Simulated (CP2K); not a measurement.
Crystal: P.

```
P
1.0
     5.70804    0.00000    0.00000
    -4.75673    3.15519    0.00000
     0.00000    0.00000    4.54364
P
4
Direct
  0.90414 0.09586 0.58882
  0.09586 0.90414 0.41118
  0.59586 0.40414 0.08882
  0.40414 0.59586 0.91118
```

Base run:

* Program: CP2K 2026.2
* Functional: PBEsol
* Potentials or basis: POTENTIAL_UZH P GTH-PBE-q5; TZVP-MOLOPT-PBE-GTH basis
* Density cutoff: 6123 eV
* k mesh: 8 × 8 × 6
* Occupations: fermi-dirac, width 0.1 eV
* Spin: no spin polarisation

Its results: band gap on the k mesh none (metal or under the smearing width); pressure 0.7 GPa; largest force 0.472 eV/Å.

Task: The run is repeated on the same cell with these changes: functional from PBEsol to PBE. What comes out?

Result: Band gap on the k mesh 0.10 eV, direct; pressure 2.4 GPa; largest force 0.384 eV/Å.

PBE binds less tightly than PBEsol, so the same cell stands under more pressure.

Caveats: the basis of atomic orbitals isn't converged, which shifts pressures, moduli and gaps; the potentials were made for another functional, which shifts forces and pressure (some runs).

Not every run made on this cell is shown here.
